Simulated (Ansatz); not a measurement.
# TiO2: the order of phases at one pressure, part 3 of 3

Which of rutile, fluorite has the lowest enthalpy for TiO2 at one common pressure? The runs shown use PAW and LAPW.

Ansatz 0.2.0; DFT PBE; a cell built from a prototype (rutile type), not taken from measurement. Earlier steps stand in the parts before.

## Step 9: The log goes on: fluorite relaxed under pressure, PAW files

Output, continued:

```text
SCF iter   5: F=-3634.652904 eV  HF=-3634.652904 eV  |F-HF|=3.64e-11  |Δ(HF+E_count)|=   1.96e-9  Δρ=8.15e-7  dr2=5.59e-11  ethr=4.45e-12  ⟨swp⟩=2.5  Hψ=1933  notcnv=0
SCF iter   6: F=-3634.652904 eV  HF=-3634.652904 eV  |F-HF|=4.55e-13  |Δ(HF+E_count)|=  5.41e-11  Δρ=2.75e-8  dr2=4.24e-14  ethr=1.00e-12  ⟨swp⟩=3.0  Hψ=3964  notcnv=0
SCF 5 converged in 6 iterations: F = -3634.652904 eV  dr2 = 4.24e-14
relax step   5: F+E_penalty+E_count = -3634.65290386 eV  Δ(F+E_penalty+E_count) = +7.311e-3 eV  max|allowed force component| = 4.009e-17 eV/Å  Δτ_max = 0.0000 Å  P = +169.231 GPa  Ω = 20.126 Å³  stress off target by 7.69e-1 GPa  SCF on the basis re-selected at this cell (its energy is not comparable with the rows above)  (6 SCF iters)
basis re-selected at this cell: Δ(F+E_penalty+E_count) = +7.311e-3 eV, ΔP = -0.769 GPa vs the last step (what re-selecting the basis moved, of the pressure what is left beyond the Pulay correction that the steps carried, after the strain that the cell walked since its last selection, with what the two solves' SCF thresholds leave and, on support functions, any second-order correction that the steps lacked; it is no measure of the basis error at this ecutwfc). This SCF's stress stands 7.69e-1 GPa from its target on what of the cell is left free (relax.cell.stress_tol is 8.50e-2 GPa) and its largest allowed force component is 4.01e-17 eV/Å (relax.f_tol is 5.00e-3 eV/Å): not within both, so this SCF does not close the relaxation
Crystal: 3 atoms, lattice volume = 20.108 Å³
iter 1 solved again at ethr=6.96e-8 eV; its pass at ethr=3.10e-3 eV (dr2=1.67e-5 eV) is discarded
SCF iter   1: F=—  HF=-3634.633916 eV  |F-HF|=—  |Δ(HF+E_count)|=         —  Δρ=3.21e-4  dr2=1.47e-5  ethr=6.96e-8  ⟨swp⟩=1.1  Hψ=6366  notcnv=0
preconditioner: auto → none  [insulator: Δε(μ)=1.278 eV  Ē_g=19.513 eV  σ=0.100 eV  W_gap=1.00  n_scr=8 (ndim 8)  ℏωp=38.8 eV  f_vac=0.006  D(μ)=0.00/eV (n_scr^D=0)  ε∞_Penn≈5.0]
SCF iter   2: F=—  HF=-3634.633805 eV  |F-HF|=—  |Δ(HF+E_count)|=   1.11e-4  Δρ=5.92e-5  dr2=6.40e-7  ethr=6.14e-8  ⟨swp⟩=2.0  Hψ=1634  notcnv=0
iter 3 did not close the SCF: its close was put off for the readings that it lacked (scf_convergence_deferred on its scf_iter line)
SCF iter   3: F=-3634.633805 eV  HF=-3634.633805 eV  |F-HF|=6.29e-9  |Δ(HF+E_count)|=   1.58e-8  Δρ=1.68e-5  dr2=3.11e-8  ethr=2.67e-9  ⟨swp⟩=2.5  Hψ=1670  notcnv=0
iter 4 did not close the SCF: its close was put off for the readings that it lacked (scf_convergence_deferred on its scf_iter line)
SCF iter   4: F=-3634.633805 eV  HF=-3634.633805 eV  |F-HF|=1.30e-10  |Δ(HF+E_count)|=   1.64e-8  Δρ=1.70e-6  dr2=1.76e-10  ethr=1.30e-10  ⟨swp⟩=2.4  Hψ=1757  notcnv=0
iter 5 did not close the SCF: its close was put off for the readings that it lacked (scf_convergence_deferred on its scf_iter line)
SCF iter   5: F=-3634.633805 eV  HF=-3634.633805 eV  |F-HF|=9.09e-13  |Δ(HF+E_count)|=  1.74e-10  Δρ=1.25e-7  dr2=8.39e-13  ethr=1.00e-12  ⟨swp⟩=2.3  Hψ=1950  notcnv=0
SCF iter   6: F=-3634.633805 eV  HF=-3634.633805 eV  |F-HF|=9.09e-13  |Δ(HF+E_count)|=  3.18e-12  Δρ=1.10e-8  dr2=1.58e-14  ethr=1.00e-12  ⟨swp⟩=1.0  Hψ=2592  notcnv=0
SCF 6 converged in 6 iterations: F = -3634.633805 eV  dr2 = 1.58e-14
relax step   6: F+E_penalty+E_count = -3634.63380485 eV  Δ(F+E_penalty+E_count) = +1.910e-2 eV  max|allowed force component| = 9.252e-17 eV/Å  Δτ_max = 0.0000 Å  P = +170.005 GPa  Ω = 20.108 Å³  energy of the carried Pulay correction = +1.116e-4 eV  (6 SCF iters, dr2 threshold 3.00e-7 eV, accepted)
iter 1 solved again at ethr=2.16e-8 eV; its pass at ethr=3.10e-3 eV (dr2=5.18e-6 eV) is discarded
SCF iter   1: F=—  HF=-3634.633792 eV  |F-HF|=—  |Δ(HF+E_count)|=         —  Δρ=1.14e-5  dr2=3.37e-9  ethr=2.16e-8  ⟨swp⟩=3.3  Hψ=8338  notcnv=0
preconditioner: auto → none  [insulator: Δε(μ)=1.276 eV  Ē_g=19.512 eV  σ=0.100 eV  W_gap=1.00  n_scr=8 (ndim 8)  ℏωp=38.8 eV  f_vac=0.006  D(μ)=0.00/eV (n_scr^D=0)  ε∞_Penn≈5.0]
SCF iter   2: F=—  HF=-3634.633688 eV  |F-HF|=—  |Δ(HF+E_count)|=   1.04e-4  Δρ=4.89e-6  dr2=8.74e-10  ethr=1.40e-11  ⟨swp⟩=3.1  Hψ=2418  notcnv=0
SCF iter   3: F=—  HF=-3634.633688 eV  |F-HF|=—  |Δ(HF+E_count)|=  5.61e-10  Δρ=1.68e-6  dr2=8.90e-11  ethr=3.64e-12  ⟨swp⟩=2.0  Hψ=1692  notcnv=0
iter 4 did not close the SCF: its close was put off for the readings that it lacked (scf_convergence_deferred on its scf_iter line)
SCF iter   4: F=-3634.633688 eV  HF=-3634.633688 eV  |F-HF|=6.37e-12  |Δ(HF+E_count)|=  1.59e-10  Δρ=2.83e-7  dr2=2.00e-12  ethr=1.00e-12  ⟨swp⟩=1.6  Hψ=1383  notcnv=0
iter 5 did not close the SCF: its close was put off for the readings that it lacked (scf_convergence_deferred on its scf_iter line)
SCF iter   5: F=-3634.633688 eV  HF=-3634.633688 eV  |F-HF|=9.09e-13  |Δ(HF+E_count)|=  6.37e-12  Δρ=6.03e-8  dr2=1.92e-13  ethr=1.00e-12  ⟨swp⟩=1.0  Hψ=1152  notcnv=0
iter 6 did not close the SCF: its close was put off for the readings that it lacked (scf_convergence_deferred on its scf_iter line)
SCF iter   6: F=-3634.633688 eV  HF=-3634.633688 eV  |F-HF|=0.00e0  |Δ(HF+E_count)|=    0.00e0  Δρ=2.28e-8  dr2=2.58e-14  ethr=1.00e-12  ⟨swp⟩=1.0  Hψ=1152  notcnv=0
iter 7 did not close the SCF: its close was put off for the readings that it lacked (scf_convergence_deferred on its scf_iter line)
SCF iter   7: F=-3634.633688 eV  HF=-3634.633688 eV  |F-HF|=0.00e0  |Δ(HF+E_count)|=  4.55e-13  Δρ=5.54e-9  dr2=2.18e-15  ethr=1.00e-12  ⟨swp⟩=1.0  Hψ=1152  notcnv=0
SCF iter   8: F=-3634.633688 eV  HF=-3634.633688 eV  |F-HF|=0.00e0  |Δ(HF+E_count)|=  4.55e-13  Δρ=3.50e-9  dr2=6.26e-16  ethr=1.00e-12  ⟨swp⟩=1.1  Hψ=2598  notcnv=0
SCF 7 converged in 8 iterations: F = -3634.633688 eV  dr2 = 6.26e-16
relax step   7: F+E_penalty+E_count = -3634.63368810 eV  Δ(F+E_penalty+E_count) = +1.167e-4 eV  max|allowed force component| = 1.172e-16 eV/Å  Δτ_max = 0.0000 Å  P = +169.997 GPa  Ω = 20.108 Å³  stress off target by 2.65e-3 GPa  SCF on the basis re-selected at this cell (its energy is not comparable with the rows above)  (8 SCF iters)
basis re-selected at this cell: Δ(F+E_penalty+E_count) = +1.167e-4 eV, ΔP = -0.008 GPa vs the last step (what re-selecting the basis moved, of the pressure what is left beyond the Pulay correction that the steps carried, after the strain that the cell walked since its last selection, with what the two solves' SCF thresholds leave and, on support functions, any second-order correction that the steps lacked; it is no measure of the basis error at this ecutwfc). This SCF's stress stands 2.65e-3 GPa from its target on what of the cell is left free (relax.cell.stress_tol is 8.50e-2 GPa) and its largest allowed force component is 1.17e-16 eV/Å (relax.f_tol is 5.00e-3 eV/Å): within both
SCF converged after 8 iterations
Free energy (F): -3634.633688 eV
Harris-Foulkes:  -3634.633688 eV  (|F-HF|=0.00e0)
Internal energy: -3634.633655 eV  (E = F + TS)
E sigma→0 (E₀):  -3634.633672 eV
Entropy (-TS):   -0.000033 eV (-0.011 meV/atom)
Fermi energy:    19.368135 eV
--- Per-component energies (eV) ---
  E_band       = -1.459770
  E_kinetic    = 657.354172
  E_local      = -1018.259865  (includes V_loc(G=0)·N_el)
  E_nonlocal   = 102.165182
  E_hartree    = 412.313400
  E_xc         = -254.151319
  E_vxc        = -322.785120  (∫ρ·V_xc dr)
  E_paw        = -1366.161172  (= ΣΔE_a)
  E_vpaw       = -244.565914  (= ΣTr[D̂ρ^β])
  E_aug_tail   = 0.004975  (compensation charges beyond the density's cutoff)
  E_ewald      = -2167.899028
  E_smearing   = -0.000033  (= −TS)
  E_closure    = -0.000000  (closes the sum)
  Σ components = -3634.633688   (vs F -3634.633688, Δ=0.00e0)
--- Forces (eV/Å), atoms counted from 1 ---
  atom   1  Ti     0.00000000    -0.00000000    -0.00000000
  atom   2  O      0.00000000     0.00000000     0.00000000
  atom   3  O     -0.00000000    -0.00000000    -0.00000000
  max |Σ_I F_I| component: 2.78e-17 eV/Å
--- Stress (GPa, compression-positive) ---
      169.997354      -0.000000      -0.000000
       -0.000000     169.997354      -0.000000
       -0.000000      -0.000000     169.997354
  P = ⅓ Tr σ = 169.9974 GPa (1699.974 kbar)
--- Band table (eV; the first three rows and the last of 72) ---
  k-point 0: bands = ["-38.4612", "-14.5267", "-14.5267", "-14.5267", "-3.5145", "2.4753", "10.0706", "10.0706", "10.0706", "17.5290", "17.5290", "17.5290", "19.9817", "19.9817", "26.8343", "26.8343"]
  k-point 1: bands = ["-38.4532", "-14.6035", "-14.5346", "-14.5346", "-3.3515", "2.2379", "10.1682", "10.1682", "10.4512", "17.1775", "17.1775", "17.3233", "20.3110", "20.3110", "26.4692", "26.7090"]
  k-point 2: bands = ["-38.4315", "-14.8057", "-14.5560", "-14.5560", "-2.9116", "1.6890", "10.4379", "10.4379", "11.3953", "16.5156", "16.5156", "16.7956", "20.8635", "20.8635", "25.5070", "26.4178"]
  k-point 71: bands = ["-38.3021", "-15.2160", "-15.2160", "-14.8292", "-0.0559", "-0.0559", "10.1663", "10.8396", "14.1955", "14.1955", "15.9215", "18.3200", "21.3646", "21.9305", "24.0119", "24.0119"]
--- Relaxed structure (5 steps of the walk, 5 accepted, 2 SCFs on fresh bases) ---
  F+E_penalty+E_count = -3634.63368810 eV   max|allowed force component| = 1.172e-16 eV/Å   (the final SCF, on the basis selected at the relaxed cell)
  cell:  # Å, volume = 20.1079 Å³
    - [-1.8383144608750913e-33, 2.1583014100042432, 2.1583014100042432]
    - [2.1583014100042432, -2.37332898506517e-33, 2.1583014100042432]
    - [2.1583014100042432, 2.1583014100042432, -1.3502735887173315e-33]
  atoms:
    - { symbol: Ti, position: [-7.71689215247585e-34, 8.94165920081072e-34, 8.19423917543438e-34] }
    - { symbol: O, position: [0.25, 0.25, 0.25] }
    - { symbol: O, position: [0.7500000000000001, 0.7500000000000001, 0.7500000000000001] }
```

Wall time 15 s (2 threads of Intel Xeon at 2.50GHz (Skylake/Cascade Lake), shared host); peak memory 0.35 GiB.

Step by step:

| step | energy from step 1 (eV/cell) | largest force component (eV/Å) | pressure (GPa) | volume (Å³) |
| --- | --- | --- | --- | --- |
| 1 | 0.0000 | 0.0000 | 93.44 | 22.37 |
| 2 | 1.8437 | 0.0000 | 172.21 | 20.07 |
| 3 | 1.7822 | 0.0000 | 169.75 | 20.13 |
| 4 | 1.7885 | 0.0000 | 170.00 | 20.13 |
| 5 | 1.7958 | 0.0000 | 169.23 | 20.13 |
| 6 | 1.8149 | 0.0000 | 170.01 | 20.11 |
| 7 | 1.8151 | 0.0000 | 170.00 | 20.11 |

Step 1 is the start. Steps 5, 7 repeat the geometry before on a plane-wave basis chosen anew for that cell, so the energy can jump there without any move; the table keeps such jumps.

| input's cell | before | after | change |
| --- | --- | --- | --- |
| a (Å) | 3.162 | 3.052 | -3.5 % |
| b (Å) | 3.162 | 3.052 | -3.5 % |
| c (Å) | 3.162 | 3.052 | -3.5 % |
| volume (Å³/atom) | 7.46 | 6.70 | -10.1 % |

This run gives: pressure 170.00 GPa; gap on the k mesh 1.28 eV.

## Step 10: Fluorite relaxed under pressure, LAPW

Input file input.yaml:

```yaml
crystal:
  lattice:
    - [0.0, 2.15830141, 2.15830141]
    - [2.15830141, 0.0, 2.15830141]
    - [2.15830141, 2.15830141, 0.0]
  atoms:
    - { symbol: Ti, position: [0.0, 0.0, 0.0] }
    - { symbol: O, position: [0.25, 0.25, 0.25] }
    - { symbol: O, position: [0.75, 0.75, 0.75] }
kpoints:
  mp_grid: { grid: [12, 12, 12] }
scf:
  occupations: { method: fermi_dirac, width: 0.1 }
hamiltonian:
  xc: pbe
  pseudopotentials: { kind: all_electron, lapw: { basis_error: 0.0005 } }
output:
  forces: true
  stress: true
  eigenvalues: true
relax:
  f_tol: 0.005
  max_steps: 12
  cell: { p_target: 170.0, stress_tol: 0.085 }
```

On the command line:

```bash
$ ansatz run input.yaml --threads 2 --pin off --max-ram 5120MiB --backend cpu --events-out ev --progress --plain --runs-dir out
```

Standard output:

```text
The last accepted step is kept in <dir> (removed where the run ends without a failure and the disk answers)
LAPW: plane waves up to 11.629 Å⁻¹, error target 5.0e-4 eV per atom; small_component_spin mean_spin; O in spheres of 0.840 Å, 8 of its electrons in bands, Dirac shells []; Ti in spheres of 0.973 Å, 20 of its electrons in bands, Dirac shells []
Engine: ansatz 0.2.0
Pseudopotentials: kind: all_electron
Pseudopotential: Ti, LAPW, valence charge 20, Koelling and Harmon's equation, gaussian nucleus
Pseudopotential: O, LAPW, valence charge 8, Koelling and Harmon's equation, gaussian nucleus
[... 1 set-up line as earlier in the session ...]
  parameter kappa = 0.804
  parameter beta = 0.06672455060314922
  exchange = pbe_x(kappa = kappa, mu = beta*pi^2/3)
  correlation = pbe_c(beta = beta)
Crystal: 3 atoms, lattice volume = 20.108 Å³
Basis set: ecut = 515.2716719058486 eV, 531 PW (Γ), exchange–correlation at level 2
Bands: 22, of which v1, the nominal top of the filled ones, is band 18 counted from 1 (17 counted from 0)
Symmetry: 48 space group operations
Space group: Fm-3m (ITA 225), of the structure as read, at distance tolerance 2.7e-5 Å
k-points: 72 of 1728
Non-local potential: Ti, projectors of the file, none
Non-local potential: O, projectors of the file, none
Initial density: superposition of atomic densities (chi_scale 0.1, normalization cell, long waves kept (reshape's long-wave potential 0.00 eV rms))
Initial wavefunctions: plane waves of lowest kinetic energy (no species holds an atomic orbital)
Functional: x = pbe(κ = 0.804, μ = 0.2195149727645171), c = pbe(β = 0.06672455060314922)
iter 1 solved again at ethr=2.73e-2 eV; its pass at ethr=1.00e-1 eV (dr2=9.83e0 eV) is discarded
SCF iter   1: F=—  HF=-27335.471507 eV  |F-HF|=—  |Δ(HF+E_count)|=         —  Δρ=2.36e-1  dr2=9.82e0  ethr=2.73e-2  ⟨swp⟩=2.0  Hψ=10803  notcnv=0
preconditioner: auto → none  [insulator: Δε(μ)=6.243 eV  Ē_g=21.831 eV  σ=0.100 eV  W_gap=1.00  n_scr=14 (ndim 8)  ℏωp=38.8 eV  f_vac=0.000  D(μ)=0.00/eV (n_scr^D=0)  ε∞_Penn≈4.2]
SCF iter   2: F=—  HF=-27333.676328 eV  |F-HF|=—  |Δ(HF+E_count)|=    1.80e0  Δρ=2.55e-1  dr2=1.29e1  ethr=2.73e-2  ⟨swp⟩=3.0  Hψ=5162  notcnv=0
iter 3 solved again at ethr=1.52e-3 eV; its pass at ethr=2.73e-2 eV (dr2=5.47e-1 eV) is discarded
SCF iter   3: F=—  HF=-27330.310359 eV  |F-HF|=—  |Δ(HF+E_count)|=    3.37e0  Δρ=5.59e-2  dr2=5.48e-1  ethr=1.52e-3  ⟨swp⟩=2.0  Hψ=8275  notcnv=0
SCF iter   4: F=—  HF=-27330.185684 eV  |F-HF|=—  |Δ(HF+E_count)|=         —  Δρ=1.92e-2  dr2=5.06e-2  ethr=1.52e-3  ⟨swp⟩=2.0  Hψ=5184  notcnv=0
the basis was enlarged: its passes take 294.0 KiB over the memory plan, 2 of 2 planned eigensolver slots
SCF iter   5: F=—  HF=-27330.188116 eV  |F-HF|=—  |Δ(HF+E_count)|=   2.43e-3  Δρ=5.84e-3  dr2=6.90e-3  ethr=1.41e-4  ⟨swp⟩=2.1  Hψ=5034  notcnv=0
SCF iter   6: F=—  HF=-27330.185832 eV  |F-HF|=—  |Δ(HF+E_count)|=   2.28e-3  Δρ=3.48e-3  dr2=2.46e-3  ethr=1.92e-5  ⟨swp⟩=2.0  Hψ=4904  notcnv=0
SCF iter   7: F=—  HF=-27330.184882 eV  |F-HF|=—  |Δ(HF+E_count)|=   9.50e-4  Δρ=1.36e-3  dr2=3.78e-4  ethr=6.83e-6  ⟨swp⟩=2.0  Hψ=4904  notcnv=0
SCF iter   8: F=—  HF=-27330.184738 eV  |F-HF|=—  |Δ(HF+E_count)|=   1.44e-4  Δρ=5.10e-4  dr2=5.32e-5  ethr=1.05e-6  ⟨swp⟩=2.0  Hψ=4906  notcnv=0
SCF iter   9: F=—  HF=-27330.184713 eV  |F-HF|=—  |Δ(HF+E_count)|=   2.54e-5  Δρ=1.00e-4  dr2=2.05e-6  ethr=1.48e-7  ⟨swp⟩=2.1  Hψ=4910  notcnv=0
SCF iter  10: F=-27330.184712 eV  HF=-27330.184712 eV  |F-HF|=4.12e-8  |Δ(HF+E_count)|=   8.85e-7  Δρ=1.09e-5  dr2=2.42e-8  ethr=5.70e-9  ⟨swp⟩=2.1  Hψ=4908  notcnv=0
SCF 1 converged in 10 iterations: F = -27330.184712 eV  dr2 = 2.42e-8
relax step   1: F+E_penalty+E_count = -27330.18471200 eV  Δ(F+E_penalty+E_count) = +0.000e0 eV  max|allowed force component| = 5.397e-18 eV/Å  Δτ_max = 0.0000 Å  P = +169.934 GPa  Ω = 20.108 Å³  (10 SCF iters, accepted)
Initial density: handed on by an earlier stage of this run
Initial wavefunctions: those handed on with the density
iter 1 solved again at ethr=6.63e-11 eV; its pass at ethr=1.00e-1 eV (dr2=2.39e-8 eV) is discarded
SCF iter   1: F=—  HF=-27330.184715 eV  |F-HF|=—  |Δ(HF+E_count)|=         —  Δρ=1.09e-5  dr2=2.38e-8  ethr=6.63e-11  ⟨swp⟩=4.8  Hψ=7594  notcnv=0
preconditioner: auto → none  [insulator: Δε(μ)=1.270 eV  Ē_g=19.515 eV  σ=0.100 eV  W_gap=1.00  n_scr=14 (ndim 8)  ℏωp=38.8 eV  f_vac=0.033  D(μ)=0.00/eV (n_scr^D=0)  ε∞_Penn≈5.0]
SCF iter   2: F=-27330.184712 eV  HF=-27330.184712 eV  |F-HF|=4.55e-8  |Δ(HF+E_count)|=   3.22e-6  Δρ=1.06e-5  dr2=2.08e-8  ethr=6.61e-11  ⟨swp⟩=3.0  Hψ=5207  notcnv=0
SCF 2 converged in 2 iterations: F = -27330.184712 eV  dr2 = 2.08e-8
relax step   2: F+E_penalty+E_count = -27330.18471199 eV  Δ(F+E_penalty+E_count) = +3.587e-9 eV  max|allowed force component| = 5.975e-18 eV/Å  Δτ_max = 0.0000 Å  P = +169.930 GPa  Ω = 20.108 Å³  stress off target by 7.04e-2 GPa  SCF on the basis re-selected at this cell (its energy is not comparable with the rows above)  (2 SCF iters)
basis re-selected at this cell: Δ(F+E_penalty+E_count) = +3.587e-9 eV, ΔP = -0.004 GPa vs the last step (what re-selecting the basis moved, after the strain that the cell walked since its last selection, with what the two solves' SCF thresholds leave and, on support functions, any second-order correction that the steps lacked; it is no measure of the basis error at this ecutwfc). This SCF's stress stands 7.04e-2 GPa from its target on what of the cell is left free (relax.cell.stress_tol is 8.50e-2 GPa) and its largest allowed force component is 5.98e-18 eV/Å (relax.f_tol is 5.00e-3 eV/Å): within both
SCF converged after 2 iterations
Free energy (F): -27330.184712 eV
Harris-Foulkes:  -27330.184712 eV  (|F-HF|=4.55e-8)
Internal energy: -27330.184679 eV  (E = F + TS)
E sigma→0 (E₀):  -27330.184695 eV
Entropy (-TS):   -0.000033 eV (-0.011 meV/atom)
Fermi energy:    19.786518 eV
--- Per-component energies (eV) ---
  E_band       = -5473.634870
  E_kinetic    = 27610.614936
  E_xc         = -1626.006088
  E_electrostatic = -53314.793527  (all electrons and nuclei)
  E_smearing   = -0.000033  (= −TS)
  E_closure    = 0.000000  (closes the sum)
  E_atoms      = -27308.428057  (free atoms, spherical and without spin; not in F)
  Σ components = -27330.184712   (vs F -27330.184712, Δ=0.00e0)
  Basis errors (estimates in eV, not in F): energy 2.1e-4 per atom: plane waves 1.9e-4 (1.1e-4 summed), levels above the bands 4.1e-25, relativity 4.1e-8, radial functions 1.9e-5, core shells 1.4e-13; eigenvalues (radial functions only) 3.5e-7; not estimated: angular momenta, meshes, grids; target (lapw.basis_error) 5.0e-4; muffin-tin radii O 0.840 Å, Ti 0.973 Å
--- Forces (eV/Å), atoms counted from 1 ---
  atom   1  Ti     0.00000000    -0.00000000     0.00000000
  atom   2  O     -0.00000000    -0.00000000    -0.00000000
  atom   3  O      0.00000000    -0.00000000    -0.00000000
  max |Σ_I F_I| component: 1.50e-17 eV/Å
--- Stress (GPa, compression-positive) ---
      169.929603       0.000000      -0.000000
        0.000000     169.929603      -0.000000
       -0.000000      -0.000000     169.929603
  P = ⅓ Tr σ = 169.9296 GPa (1699.296 kbar)
--- Band table (eV; the first three rows and the last of 72) ---
  k-point 0: bands = ["-511.9959", "-485.7454", "-485.7454", "-419.2072", "-419.2072", "-419.2072", "-38.0436", "-14.1153", "-14.1153", "-14.1153", "-3.0900", "2.8932", "10.4921", "10.4921", "10.4921", "17.9507", "17.9507", "17.9507", "20.3963", "20.3963", "27.2532", "27.2532"]
  k-point 1: bands = ["-511.9959", "-485.7454", "-485.7454", "-419.2072", "-419.2072", "-419.2072", "-38.0358", "-14.1917", "-14.1231", "-14.1231", "-2.9275", "2.6560", "10.5893", "10.5893", "10.8720", "17.5974", "17.5974", "17.7446", "20.7271", "20.7271", "26.8870", "27.1274"]
  k-point 2: bands = ["-511.9959", "-485.7454", "-485.7454", "-419.2072", "-419.2072", "-419.2072", "-38.0142", "-14.3930", "-14.1444", "-14.1444", "-2.4886", "2.1076", "10.8586", "10.8586", "11.8163", "16.9346", "16.9346", "17.2173", "21.2817", "21.2817", "25.9244", "26.8360"]
  k-point 71: bands = ["-511.9959", "-485.7454", "-485.7454", "-419.2072", "-419.2072", "-419.2072", "-37.8859", "-14.8017", "-14.8017", "-14.4159", "0.3624", "0.3624", "10.5851", "11.2589", "14.6171", "14.6171", "16.3464", "18.7423", "21.7914", "22.3500", "24.4355", "24.4355"]
--- Relaxed structure (1 steps of the walk, 1 accepted, 1 SCFs on fresh bases) ---
  F+E_penalty+E_count = -27330.18471199 eV   max|allowed force component| = 5.975e-18 eV/Å   (the final SCF, on the basis selected at the relaxed cell)
  cell:  # Å, volume = 20.1079 Å³
    - [0.0, 2.15830141, 2.15830141]
    - [2.15830141, 0.0, 2.15830141]
    - [2.15830141, 2.15830141, 0.0]
  atoms:
    - { symbol: Ti, position: [0.0, 0.0, 0.0] }
    - { symbol: O, position: [0.25, 0.25, 0.25] }
    - { symbol: O, position: [0.7500000000000001, 0.7500000000000001, 0.7500000000000001] }
```

It took 42 s on 2 threads of Intel Xeon at 2.50GHz (Skylake/Cascade Lake), shared host; peak memory 0.54 GiB.

Step by step:

| step | energy from step 1 (eV/cell) | largest force component (eV/Å) | pressure (GPa) | volume (Å³) |
| --- | --- | --- | --- | --- |
| 1 | 0.0000 | 0.0000 | 169.93 | 20.11 |
| 2 | 0.0000 | 0.0000 | 169.93 | 20.11 |

Step 1 is the start. Step 2 repeats the geometry before on a plane-wave basis chosen anew for that cell, so the energy can jump there without any move; the table keeps such jumps.

| input's cell | before | after | change |
| --- | --- | --- | --- |
| a (Å) | 3.052 | 3.052 | +0.0 % |
| b (Å) | 3.052 | 3.052 | +0.0 % |
| c (Å) | 3.052 | 3.052 | +0.0 % |
| volume (Å³/atom) | 6.70 | 6.70 | +0.0 % |

Read from it: pressure 169.93 GPa; gap on the k mesh 1.27 eV.

## Step 11: The series in one table

Enthalpy per atom, H = F + pV at p = 170 GPa, from each method's lowest phase:

```
             method     start  space group, start → end  volume (Å³/atom)  pressure (GPa)  enthalpy (meV/atom)
LAPW, at PAW's cell    rutile                  P4_2/mnm             7.394           169.6                645.1
               LAPW  fluorite             Fm-3m → Fm-3m             6.703           169.9                  0.0
                PAW    rutile       P4_2/mnm → P4_2/mnm             7.394           170.0                647.6
                PAW  fluorite             Fm-3m → Fm-3m             6.703           170.0                  0.0
```

## Step 12: Summary of results

The summary covers parts 1 to 3.

| quantity | value |
| --- | --- |
| pressure | 170 GPa |
| lowest (LAPW) | fluorite, 645.1 meV/atom under rutile |
| lowest (PAW) | fluorite, 647.6 meV/atom under rutile |

In words: By LAPW the order is fluorite < rutile. By PAW the order is fluorite < rutile. The methods agree on the lowest phase. Only these structures were tried, with electrons smeared by 0.1 eV and without vibrations, so the true ground state may be another. The k meshes differ between phases and weren't tested, which can move differences by some meV.
